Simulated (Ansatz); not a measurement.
# MoS2 in Ansatz: further runs

The runs below take MoS2 through single point, with PBE.

Program: Ansatz 0.2.0. These are calculated values, not measurements. Logs are shortened: lines on timing, memory, paths and dates and some standing lists are left out, and cuts for length are marked.

## Step 1: The slab as given

The cell holds a slab with vacuum, 3 atoms: a = 3.184 Å, b = 3.184 Å, c = 17.335 Å, α = 90.00°, β = 90.00°, γ = 120.00°.

## Step 2: Single point, PBE, 47.69 Å³/atom (volume scaled by 0.94)

The input, input.yaml:

```yaml
crystal:
  lattice:
    - [3.1191256785, 0.0, 0.0]
    - [-1.5595628393, 2.7012420752, 0.0]
    - [0.0, 0.0, 16.9807333112]
  atoms:
    - { symbol: Mo, position: [0.0, 0.0, 0.0] }
    - { symbol: S, position: [0.3333333333, 0.6666666667, 0.91050702] }
    - { symbol: S, position: [0.3333333333, 0.6666666667, 0.08949298] }
kpoints:
  mp_grid: { grid: [10, 10, 2] }
scf:
  occupations: { method: fermi_dirac, width: 0.05 }
hamiltonian:
  xc: pbe
  pseudopotentials: { kind: all_electron, lapw: { basis_error: 0.001 } }
output:
  forces: true
  stress: true
  eigenvalues: true
```

Potentials or basis: all-electron LAPW, scalar-relativistic.

Run with:

```sh
$ ansatz run input.yaml --threads 2 --pin off --max-ram 6144MiB --backend cpu --events-out ev --progress --plain --runs-dir out
```

Output:

```text
Warning: RAYON_NUM_THREADS=2 ignored (pool sized by the plan → 2); use --threads N
LAPW: plane waves up to 8.483 Å⁻¹, error target 1.0e-3 eV per atom; small_component_spin mean_spin; S in spheres of 1.047 Å, 14 of its electrons in bands, Dirac shells []; Mo in spheres of 1.309 Å, 30 of its electrons in bands, Dirac shells [] (how accurate: hamiltonian.pseudopotentials.lapw.basis_error, Limitations)
Engine: ansatz 0.2.0, x86_64-unknown-linux-gnu
Pseudopotentials: kind: all_electron
Pseudopotential: Mo, LAPW, valence charge 30, lapw/all_electron/scalar/gaussian/Mo, Koelling and Harmon's equation, gaussian nucleus
Pseudopotential: S, LAPW, valence charge 14, lapw/all_electron/scalar/gaussian/S, Koelling and Harmon's equation, gaussian nucleus
Functional definition: PBE
  parameter kappa = 0.804
  parameter beta = 0.06672455060314922
  exchange = pbe_x(kappa = kappa, mu = beta*pi^2/3)
  correlation = pbe_c(beta = beta)
Crystal: 3 atoms, lattice volume = 143.071 Å³
Basis set: ecut = 274.20213571223525 eV, 1503 PW (Γ), exchange–correlation at level 2
Bands: 35, of which v1, the nominal top of the filled ones, is band 29 counted from 1 (28 counted from 0)
Symmetry: 12 space group operations
Space group: P-6m2 (ITA 187), of the structure as read, at distance tolerance 5.2e-5 Å
k-points: 28 of 200 (time reversal used)
Non-local potential: Mo, projectors of the file, none
Non-local potential: S, projectors of the file, none
Initial density: superposition of atomic densities (neutral atoms: chi_scale 0, normalization atom)
Initial wavefunctions: plane waves of lowest kinetic energy (no species holds an atomic orbital)
Functional: x = pbe(κ = 0.804, μ = 0.2195149727645171), c = pbe(β = 0.06672455060314922)
iter 1 solved again at ethr=4.83e-3 eV; its pass at ethr=1.00e-1 eV (dr2=2.80e0 eV) is discarded
SCF iter   1: F=—  HF=-131907.052333 eV  |F-HF|=—  |Δ(HF+E_count)|=         —  Δρ=3.94e-2  dr2=2.80e0  ethr=4.83e-3  ⟨swp⟩=2.3  Hψ=6286  notcnv=0
preconditioner: auto → Resta (q_TF=auto, 2.347 Å⁻¹)  ε∞=2.6  [insulator: Δε(μ)=2.008 eV  Ē_g=10.485 eV  σ=0.050 eV  W_gap=1.00  n_scr=18 (ndim 8)  ℏωp=13.2 eV  f_vac=0.638  D(μ)=0.00/eV (n_scr^D=0)  ε∞_Penn≈2.6  vacuum switching on, ρ_ref=8.0e-3 e/Å³]
SCF iter   2: F=—  HF=-131906.598549 eV  |F-HF|=—  |Δ(HF+E_count)|=   4.54e-1  Δρ=2.78e-2  dr2=4.26e0  ethr=4.83e-3  ⟨swp⟩=3.0  Hψ=3046  notcnv=0
iter 3 solved again at ethr=3.28e-4 eV; its pass at ethr=4.83e-3 eV (dr2=1.90e-1 eV) is discarded
SCF iter   3: F=—  HF=-131905.800247 eV  |F-HF|=—  |Δ(HF+E_count)|=   7.98e-1  Δρ=1.12e-2  dr2=1.90e-1  ethr=3.28e-4  ⟨swp⟩=2.1  Hψ=4864  notcnv=0
SCF iter   4: F=—  HF=-131905.741401 eV  |F-HF|=—  |Δ(HF+E_count)|=         —  Δρ=2.47e-3  dr2=1.31e-2  ethr=3.27e-4  ⟨swp⟩=3.0  Hψ=3163  notcnv=0
the basis was enlarged: its passes take 217.9 KiB over the memory plan, 2 of 2 planned eigensolver slots
SCF iter   5: F=—  HF=-131905.741153 eV  |F-HF|=—  |Δ(HF+E_count)|=   2.47e-4  Δρ=8.26e-4  dr2=1.69e-3  ethr=2.27e-5  ⟨swp⟩=3.0  Hψ=3116  notcnv=0
SCF iter   6: F=—  HF=-131905.741119 eV  |F-HF|=—  |Δ(HF+E_count)|=   3.47e-5  Δρ=1.70e-4  dr2=6.34e-5  ethr=2.92e-6  ⟨swp⟩=2.1  Hψ=2748  notcnv=0
SCF iter   7: F=—  HF=-131905.741142 eV  |F-HF|=—  |Δ(HF+E_count)|=   2.34e-5  Δρ=4.03e-5  dr2=5.79e-6  ethr=1.09e-7  ⟨swp⟩=3.0  Hψ=2944  notcnv=0
SCF iter   8: F=—  HF=-131905.741142 eV  |F-HF|=—  |Δ(HF+E_count)|=   1.03e-7  Δρ=9.83e-6  dr2=2.84e-7  ethr=9.98e-9  ⟨swp⟩=2.8  Hψ=2798  notcnv=0
SCF iter   9: F=-131905.741142 eV  HF=-131905.741142 eV  |F-HF|=3.03e-9  |Δ(HF+E_count)|=   1.81e-8  Δρ=9.45e-7  dr2=1.59e-9  ethr=4.90e-10  ⟨swp⟩=3.0  Hψ=2917  notcnv=0
SCF 1 converged in 9 iterations: F = -131905.741142 eV  dr2 = 1.59e-9
SCF converged after 9 iterations
Free energy (F): -131905.741142 eV
Harris-Foulkes:  -131905.741142 eV  (|F-HF|=3.03e-9)
Internal energy: -131905.741142 eV  (E = F + TS)
E sigma→0 (E₀):  -131905.741142 eV
Fermi energy:    1.539150 eV
--- Per-component energies (eV) ---
  E_band       = -7437.809132
  E_kinetic    = 136010.586312
  E_xc         = -4769.586889
  E_electrostatic = -263146.740565  (all electrons and nuclei)
  E_smearing   = -0.000000  (= −TS)
  E_closure    = 0.000000  (closes the sum)
  E_atoms      = -131884.088107  (free atoms, spherical and without spin; not in F)
  Σ components = -131905.741142   (vs F -131905.741142, Δ=0.00e0)
  Basis errors (estimates in eV, not in F): energy 4.9e-4 per atom: plane waves 4.4e-4 (2.6e-4 summed), levels above the bands 7.4e-50, relativity 2.8e-8, radial functions 4.6e-5, core shells 5.4e-7; eigenvalues (radial functions only) 2.6e-6; not estimated: angular momenta, meshes, grids; target (lapw.basis_error) 1.0e-3; muffin-tin radii S 1.047 Å, Mo 1.309 Å
--- Forces (eV/Å), atoms counted from 1 ---
  atom   1  Mo    -0.00000000    -0.00000000     0.00000000
  atom   2  S      0.00000000     0.00000000    -1.34748871
  atom   3  S      0.00000000     0.00000000     1.34748871
  max |Σ_I F_I| component: 4.63e-17 eV/Å
--- Stress (GPa, compression-positive) ---
        3.865324       0.000000      -0.000000
        0.000000       3.865324       0.000000
       -0.000000       0.000000       4.587392
  P = ⅓ Tr σ = 4.1060 GPa (41.060 kbar)
--- Band table (eV; the first three rows and the last of 28) ---
  k-point 0: bands = ["-374.9382", "-374.9183", "-374.9183", "-216.8177", "-216.8177", "-216.8071", "-216.7967", "-216.7967", "-204.6353", "-204.6353", "-149.4277", "-149.4277", "-149.4277", "-149.4277", "-149.3692", "-149.3692", "-60.1755", "-34.3771", "-34.1016", "-34.1016", "-13.8585", "-12.3483", "-5.3541", "-2.2632", "-2.2632", "-1.2154", "-1.0340", "-1.0340", "0.6091", "3.5549", "3.5549", "3.9251", "3.9251", "6.0049", "6.2770"]
  k-point 1: bands = ["-374.9382", "-374.9183", "-374.9183", "-216.8177", "-216.8177", "-216.8071", "-216.7967", "-216.7967", "-204.6353", "-204.6353", "-149.4277", "-149.4277", "-149.4277", "-149.4277", "-149.3692", "-149.3692", "-60.1755", "-34.3771", "-34.1016", "-34.1016", "-13.8585", "-12.3483", "-5.3541", "-2.2632", "-2.2632", "-1.2154", "-1.0340", "-1.0340", "0.6091", "3.5549", "3.5549", "3.9251", "3.9251", "6.0788", "6.1611"]
  k-point 2: bands = ["-374.9382", "-374.9183", "-374.9183", "-216.8177", "-216.8177", "-216.8071", "-216.7967", "-216.7967", "-204.6353", "-204.6353", "-149.4277", "-149.4277", "-149.4277", "-149.4277", "-149.3692", "-149.3692", "-60.1707", "-34.3677", "-34.1482", "-34.1120", "-13.6961", "-12.2896", "-5.1815", "-2.5866", "-2.0915", "-1.9513", "-1.2805", "-0.5329", "0.5309", "3.3834", "3.4982", "3.7371", "3.8398", "6.2431", "6.4781"]
  k-point 27: bands = ["-374.9382", "-374.9183", "-374.9183", "-216.8177", "-216.8177", "-216.8071", "-216.7967", "-216.7967", "-204.6353", "-204.6353", "-149.4277", "-149.4277", "-149.4277", "-149.4277", "-149.3692", "-149.3692", "-60.1198", "-34.4786", "-34.3714", "-34.2673", "-11.5331", "-11.4724", "-5.1345", "-4.5086", "-3.4362", "-3.0065", "-2.4814", "-1.4403", "0.4188", "2.5162", "3.8727", "4.3244", "5.8873", "7.9601", "8.6296"]
```

Run time: 16 s. Hardware: 2 threads of Intel Xeon 6975P-C (Granite Rapids), shared host; peak memory 0.49 GiB.

What came out:

```yaml
Free_energy: -131905.7411 eV
Largest_force: 1.347 eV/Å
Band_gap_on_the_k_mesh: 1.91 eV, indirect (least direct gap 2.10 eV)
```

## Step 3: Single point, PBE, 48.71 Å³/atom (volume scaled by 0.96)

Edit input.yaml of step 2 so:

```diff
@@ -2,5 +2,5 @@
   lattice:
-    - [3.1191256785, 0.0, 0.0]
-    - [-1.5595628393, 2.7012420752, 0.0]
-    - [0.0, 0.0, 16.9807333112]
+    - [3.141092076, 0.0, 0.0]
+    - [-1.570546038, 2.7202655334, 0.0]
+    - [0.0, 0.0, 17.1003198802]
   atoms:
```

Potentials or basis: all-electron LAPW, scalar-relativistic.

Run with:

```sh
$ ansatz run input.yaml --threads 2 --pin off --max-ram 6144MiB --backend cpu --events-out ev --progress --plain --runs-dir out
```

It took 20 s on 2 threads of Intel Xeon 6975P-C (Granite Rapids), shared host; peak memory 0.47 GiB.

Results (log left out):

- Free energy: -131905.8059 eV
- Largest force: 0.941 eV/Å
- Band gap on the k mesh: 1.85 eV, indirect (least direct gap 2.04 eV)

## Step 4: Single point, PBE, 49.72 Å³/atom (volume scaled by 0.98)

Edit input.yaml of step 3 so:

```diff
@@ -2,5 +2,5 @@
   lattice:
-    - [3.141092076, 0.0, 0.0]
-    - [-1.570546038, 2.7202655334, 0.0]
-    - [0.0, 0.0, 17.1003198802]
+    - [3.1627554646, 0.0, 0.0]
+    - [-1.5813777323, 2.7390265783, 0.0]
+    - [0.0, 0.0, 17.2182568475]
   atoms:
```

Run with:

```sh
$ ansatz run input.yaml --threads 2 --pin off --max-ram 6144MiB --backend cpu --events-out ev --progress --plain --runs-dir out
```

It took 16 s on 2 threads of Intel Xeon 6975P-C (Granite Rapids), shared host; peak memory 0.49 GiB.

The run converged. Its results:

```
Free energy            : -131905.8462 eV
Largest force          : 0.566 eV/Å
Band gap on the k mesh : 1.79 eV, indirect (least direct gap 1.98 eV)
```

## Step 5: Single point, PBE, 50.73 Å³/atom

Edit input.yaml of step 4 so:

```diff
@@ -2,5 +2,5 @@
   lattice:
-    - [3.1627554646, 0.0, 0.0]
-    - [-1.5813777323, 2.7390265783, 0.0]
-    - [0.0, 0.0, 17.2182568475]
+    - [3.1841260822, 0.0, 0.0]
+    - [-1.5920630411, 2.757534076, 0.0]
+    - [0.0, 0.0, 17.33459995]
   atoms:
```

Run with:

```sh
$ ansatz run input.yaml --threads 2 --pin off --max-ram 6144MiB --backend cpu --events-out ev --progress --plain --runs-dir out
```

It took 22 s on 2 threads of Intel Xeon 6975P-C (Granite Rapids), shared host; peak memory 0.48 GiB.

It converged, with:

```yaml
Free_energy: -131905.8643 eV
Largest_force: 0.219 eV/Å
Band_gap_on_the_k_mesh: 1.73 eV, indirect (least direct gap 1.92 eV)
```

## Step 6: Single point, PBE, 51.75 Å³/atom (volume scaled by 1.02)

Edit input.yaml of step 5 so:

```diff
@@ -2,5 +2,5 @@
   lattice:
-    - [3.1841260822, 0.0, 0.0]
-    - [-1.5920630411, 2.757534076, 0.0]
-    - [0.0, 0.0, 17.33459995]
+    - [3.2052136244, 0.0, 0.0]
+    - [-1.6026068122, 2.7757964233, 0.0]
+    - [0.0, 0.0, 17.4494019708]
   atoms:
```

Potentials or basis: all-electron LAPW, scalar-relativistic.

Run with:

```sh
$ ansatz run input.yaml --threads 2 --pin off --max-ram 6144MiB --backend cpu --events-out ev --progress --plain --runs-dir out
```

It took 24 s on 2 threads of Intel Xeon 6975P-C (Granite Rapids), shared host; peak memory 0.48 GiB.

The run converged. Its results:

- Free energy: -131905.8626 eV
- Largest force: 0.102 eV/Å
- Band gap on the k mesh: 1.68 eV, indirect (least direct gap 1.87 eV)

## Step 7: Single point, PBE, 52.76 Å³/atom (volume scaled by 1.04)

Edit input.yaml of step 6 so:

```diff
@@ -2,5 +2,5 @@
   lattice:
-    - [3.2052136244, 0.0, 0.0]
-    - [-1.6026068122, 2.7757964233, 0.0]
-    - [0.0, 0.0, 17.4494019708]
+    - [3.2260272831, 0.0, 0.0]
+    - [-1.6130136416, 2.7938215805, 0.0]
+    - [0.0, 0.0, 17.5627129508]
   atoms:
```

Run with:

```sh
$ ansatz run input.yaml --threads 2 --pin off --max-ram 6144MiB --backend cpu --events-out ev --progress --plain --runs-dir out
```

It took 24 s on 2 threads of Intel Xeon 6975P-C (Granite Rapids), shared host; peak memory 0.47 GiB.

Results (log left out):

```yaml
Free_energy: -131905.8432 eV
Largest_force: 0.399 eV/Å
Band_gap_on_the_k_mesh: 1.63 eV, indirect (least direct gap 1.82 eV)
```

## Step 8: Single point, PBE, 53.78 Å³/atom (volume scaled by 1.06)

Edit input.yaml of step 7 so:

```diff
@@ -2,5 +2,5 @@
   lattice:
-    - [3.2260272831, 0.0, 0.0]
-    - [-1.6130136416, 2.7938215805, 0.0]
-    - [0.0, 0.0, 17.5627129508]
+    - [3.2465757816, 0.0, 0.0]
+    - [-1.6232878908, 2.8116171022, 0.0]
+    - [0.0, 0.0, 17.6745803806]
   atoms:
```

Run with:

```sh
$ ansatz run input.yaml --threads 2 --pin off --max-ram 6144MiB --backend cpu --events-out ev --progress --plain --runs-dir out
```

Wall time 21 s (2 threads of Intel Xeon 6975P-C (Granite Rapids), shared host); peak memory 0.48 GiB.

Results (log left out):

```
Free energy            : -131905.8077 eV
Largest force          : 0.673 eV/Å
Band gap on the k mesh : 1.58 eV, indirect (least direct gap 1.77 eV)
```
